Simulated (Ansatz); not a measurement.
# Two Ansatz runs on MnSb

The cell was built from the rocksalt type and relaxed in the same program; it needn't be a known or the stable phase. The listed cell was then made from it by scaling, straining or moving an atom.

First run: DFT, PBE, all-electron PAW with datasets made for the crystal, scalar-relativistic (Ansatz 0.2.0).

Command: `ansatz run input.yaml --threads 1 --pin off --max-ram 3072MiB --backend cpu --events-out ev --progress --plain --runs-dir out` The run took 23 s on 1 thread of Arm Neoverse V2 (shared host).

```yaml
crystal:
  lattice:
    - [0.0, 2.8224772334, 2.8224772334]
    - [2.8224772334, 0.0, 2.8224772334]
    - [2.8224772334, 2.8224772334, 0.0]
  atoms:
    - { symbol: Mn, position: [0.0, 0.0, 0.0], spin: 4.0 }
    - { symbol: Sb, position: [0.5, 0.5, 0.5] }
magnetization:
  spin_polarized: true
kpoints:
  mp_grid: { grid: [11, 11, 11] }
scf:
  occupations: { method: fermi_dirac, width: 0.03 }
hamiltonian:
  xc: pbe
  pseudopotentials: { kind: all_electron, datasets: crystal }
output:
  forces: true
  stress: true
  eigenvalues: true
  efg: { contact_densities: true }
```

Result: converged; pressure -2.08 GPa; moment 3.87 μB; 10 SCF iterations.

No spin–orbit coupling, which matters for the heavy atoms here.

The input is then changed:

```diff
@@ -10,10 +10,12 @@
   spin_polarized: true
 kpoints:
-  mp_grid: { grid: [11, 11, 11] }
+  mp_grid: { grid: [16, 16, 16] }
 scf:
   occupations: { method: fermi_dirac, width: 0.03 }
+  convergence: { dr2_threshold: 1.0e-08 }
 hamiltonian:
   xc: pbe
   pseudopotentials: { kind: all_electron, datasets: crystal }
+  hubbard: { sites: [{ species: Mn, l: d, u_eff: 8.0 }], double_counting: fll }
 output:
   forces: true
```

(1) Predict the outcome of the changed run.

Results:

(1) It was refused before any iteration. The program says:
```
Error: 2 input errors — fix all and re-run
  2. hamiltonian.pseudopotentials.datasets: crystal with hamiltonian.hubbard without hamiltonian.hubbard.projectors: augmentation-sphere — beside datasets made for the crystal a Hubbard term projects on shells inside the augmentation spheres: set hamiltonian.hubbard.projectors: augmentation-sphere, with a U that was fitted under it, at the same cutoff radius
```
